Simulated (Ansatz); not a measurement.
## NaI: two-dimensional strain map

Level of theory: DFT PBEsol, scalar-relativistic, plane waves, PAW (Ansatz 0.2.0). The runs took a 420 eV cutoff, a Γ-centred 6×6×6 mesh and Gaussian smearing (0.05 eV). Spin–orbit coupling is left out, which matters for the heavy elements here. No spin polarisation. Energies are free energies at this smearing, counted from the undisturbed cell; pressure is positive in compression.

Zero of the scan (as given, not relaxed at this level; it stands at -0.5 GPa):

```
CELL_PARAMETERS angstrom
0.00000 3.23640 3.23640
3.23640 0.00000 3.23640
3.23640 3.23640 0.00000
ATOMIC_POSITIONS crystal
Na 0.00000 0.00000 0.00000
I 0.50000 0.50000 0.50000
```

The cell is strained by p along both x and y and by q along z, fractional coordinates fixed. Points are written (p, q).

Energy above the undisturbed cell in meV/atom (a dash: not computed):

```
 p \ q  -0.030  -0.015  0.000  0.015  0.030
-0.030     4.7     2.3    1.7    2.6    4.8
-0.015     0.2    -1.5   -1.3    0.3    3.1
 0.000     0.1    -0.8    0.0    2.3    5.7
 0.015     3.5     3.4    4.9    7.9   12.0
 0.030     9.9    10.5   12.7   16.4   21.1
```

Pressure in GPa:

```
 p \ q  -0.030  -0.015  0.000  0.015  0.030
-0.030     1.2     0.8    0.6    0.3    0.1
-0.015     0.5     0.2    0.0   -0.2   -0.4
 0.000     0.0    -0.3   -0.5   -0.7   -0.9
 0.015    -0.4    -0.7   -0.9   -1.1   -1.2
 0.030    -0.8    -1.0   -1.2   -1.4   -1.5
```

Gap on the k-mesh in eV:

```
 p \ q  -0.030  -0.015  0.000  0.015  0.030
-0.030    3.76    3.70   3.65   3.61   3.56
-0.015    3.67    3.63   3.58   3.53   3.49
 0.000    3.58    3.54   3.51   3.46   3.42
 0.015    3.50    3.46   3.43   3.40   3.36
 0.030    3.42    3.39   3.36   3.33   3.31
```